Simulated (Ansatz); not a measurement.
## Loss of CH4: C4H9 → C3H5 + CH4

Species: C4H9 (1-butyl radical) `[CH2]CCC`, doublet; C3H5 `[CH2]C=C`, doublet; CH4 (methane) `C`, singlet. 

Shapes, held fixed at every level: PBE0-D4/def2-TZVP. Flexible molecules stand in one conformer, not always the lowest. Programs: Ansatz 0.2.0. The zero-point and thermal change to 298 K, harmonic and unscaled (PBE0-D4/def2-TZVP), is -11.7 kJ/mol.

(1) Estimate ΔH(298 K) of this reaction.

## Answers

(1) B2PLYP/def2-TZVPP gives ΔH(298 K) = +4.8 kJ/mol; the levels span -16.5 to +25.6. They disagree on the sign: 6 of 7 are positive. The median of the levels is +11.9. No measured value is set beside it here. Spin contamination: C3H5 (⟨S²⟩ up to 0.95). Open shells run unrestricted unless RO is named.

```csv
level,kind,ΔH(298 K) (kJ/mol)
HF/def2-TZVPP,Hartree–Fock,-16.5
r2SCAN-D4/def2-TZVPP,meta-GGA,+12.9
B3LYP-D4/def2-TZVPP,global hybrid,+0.3
BHLYP-D4/def2-TZVPP,global hybrid,+11.9
r2SCAN0-D4/def2-TZVPP,global hybrid,+22.5
wB97X-V/def2-TZVPP,range-separated hybrid,+25.6
B2PLYP/def2-TZVPP,double hybrid,+4.8
```
